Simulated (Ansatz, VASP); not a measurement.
Two plane-wave programs on Mg

```
Mg
1.0
     0.00000    2.20030    2.20030
     2.20030    0.00000    2.20030
     2.20030    2.20030    0.00000
Mg
1
Direct
  0.00000 0.00000 0.00000
```

Alike in both runs: task single point; functional PBE; k mesh 14 × 14 × 14; occupations fermi-dirac, width 0.1 eV; no spin polarisation.

|  | VASP | Ansatz |
| --- | --- | --- |
| version | VASP 6.6.1 | Ansatz 0.2.0 |
| potentials or method | VASP PAW PBE potentials, release 64 (Mg) | plane waves (420 eV) with PAW, scalar-relativistic |
| plane-wave cutoff (eV) | 520 | 420 |
| valence electrons in the cell | 2 | 10 |

|  | VASP | Ansatz | Ansatz less VASP |
| --- | --- | --- | --- |
| pressure (GPa) | 3.4 | 3.5 | +0.12 |

The two sets of potentials don't hold the same shells in valence.
